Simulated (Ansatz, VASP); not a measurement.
# Ca2H3 in VASP and in Ansatz

```
Ca H
1.0
     3.97851    0.00000    0.00000
    -1.98926    3.44549    0.00000
     0.00000    0.00000    6.53470
Ca H
2 3
Direct
  0.00000 0.00000 0.78869
  0.00000 0.00000 0.21131
  0.50000 0.00000 0.00000
  0.00000 0.50000 0.00000
  0.50000 0.50000 0.00000
```

The cell was built by a generator and needn't be a form met in nature.

Alike in both runs: task single point; functional PBE; k mesh 12 × 12 × 6; occupations gaussian, width 0.1 eV; no spin polarisation.

```csv
,VASP,Ansatz
version,VASP 6.6.1,Ansatz 0.2.0
potentials or method,"VASP PAW PBE potentials, release 64 (Ca_sv, H)","scalar-relativistic, plane waves, PAW"
plane-wave cutoff (eV),520,420
valence electrons in the cell,23,23
```

```csv
,VASP,Ansatz,Ansatz less VASP
gap on the k mesh at the Fermi level (eV),none,none,-
pressure (GPa),0.0,0.0,-0.04
rms of the force components (eV/Å),0.011,0.000,-0.0108
```

Atom by atom the forces differ by 0.011 eV/Å (rms over components). A gap of «none» marks a metal or a gap that the smearing closes.
